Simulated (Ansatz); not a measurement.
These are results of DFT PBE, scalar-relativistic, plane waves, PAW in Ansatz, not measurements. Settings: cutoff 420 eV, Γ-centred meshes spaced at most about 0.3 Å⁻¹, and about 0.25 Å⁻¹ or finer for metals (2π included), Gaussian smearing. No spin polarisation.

All energies are static (0 K, no zero-point motion).

Two relaxed structures of La₂O:

A. Space group P4/nmm (No. 129), tetragonal, a = 4.263 Å, c = 9.486 Å. La on its first site is surrounded by 4 O at 2.41 Å, 4 La at 3.75 Å and 9 La at 4.20–4.32 Å; La on its second site is surrounded by 4 La at 3.32 Å and 9 La at 4.20–4.32 Å; around O lie 4 La at 2.41 Å and 4 O at 3.01 Å.

B. Space group P4/mmm (No. 123), tetragonal, a = 3.678 Å, c = 5.150 Å. La on its first site is surrounded by 4 O at 2.60 Å and 12 La at 3.66–3.68 Å; La on its second site is surrounded by 2 O at 2.58 Å and 12 La at 3.66–3.68 Å; O is surrounded by 6 La at 2.58–2.60 Å.

Question: Which would you expect to be lower, and how large is the difference?

Answer: B is lower, by 51 meV/atom. A has space group P4/nmm (No. 129), 28.7 Å³/atom and no gap on its mesh; B has space group P4/mmm (No. 123), 23.2 Å³/atom and no gap. Counting O atoms around La (those within 1.25 times the shortest such distance or 1.15 times the sum of covalent radii; the shortest distance is added where it is long for a bond; a slash parts the counts of unlike sites), A has La 4/4 from 4.6 Å and B has La 2/4. The denser one is the lower, and pressure would at first widen the difference. Both come from invented guesses.

Cells relaxed within their symmetry can be saddle points.
